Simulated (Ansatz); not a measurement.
## WS2: pressure as volume per atom varies

Periodic Kohn-Sham DFT of a crystal at fixed atoms; pressure and stress are positive in compression; the energy is the free energy less that of spherical unpolarised free atoms; site moments are those in the method's own spheres, positive along +z. The results are calculated, by Ansatz 0.2.0.

Cell of the first row (space group R3m, No. 160):
```
WS2
1.0
      1.5577     0.8993     6.0800
     -1.5577     0.8993     6.0800
      0.0000    -1.7986     6.0800
W S
1 2
Direct
  0.00000 0.00000 0.00000
  0.75030 0.75030 0.75030
  0.58100 0.58100 0.58100
```

Settings of every row: method frozen-core PAW; functional PBEsol; relativity scalar; k mesh 15x15x15; filling fermi-dirac; smearing width 0.03 eV; wave cutoff 420 eV; paw set soft_2.

Atom start moment: 0 on all atoms.

Limits: PAW files made with PBE; a layered crystal: even scaling strains the bonds within the layers, so this curve is stiffer than the crystal under pressure; no spin-orbit coupling on heavy atoms.

```csv
row,volume per atom (Å³),pressure (GPa)
1,17.034,6.826
2,17.566,1.089
3,17.744,?
4,18.099,-3.792
5,18.809,-9.181
```

Question: what pressure should row 3 give?

Worked fit of pressure. Take u = (V_r/V)^(2/3) − 1 with V_r = 17.832 Å³ an atom, which is twice the finite (Eulerian) strain; such expansions in the strain, on which the Birch-Murnaghan equation of state is built, carry the rest volume and the bulk modulus. The shown rows have u = 0.03099, 0.01007, -0.00986, -0.03494. Least squares give pressure = −1.4455 + 245.45 × u + 689.97 × u² GPa; a straight line predicts inner rows, each left out in turn, worse (root mean square 0.48 against 0.015 GPa). The rows lie off it by 0.002, -0.007, 0.007, -0.002 (root mean square 0.0051 GPa). The pressure vanishes at u = 0.0058, or V = 17.68 Å³ an atom, and there the bulk modulus at fixed shape and fractions is B = −V dP/dV = (2/3)(1 + u) dP/du = 170 GPa. Letting shape and atoms relax would as a rule lower it, by much in layered, chain or molecular crystals. The withheld row has u = 0.0033, so the fit gives −1.4455 + 245.45 × (0.0033) + 689.97 × (0.0033)² = -0.628 GPa.

The calculation gave -0.627 GPa. The fit lies 0.001 GPa (0.0062 % of the column's range) below it, one unit of the last digit.
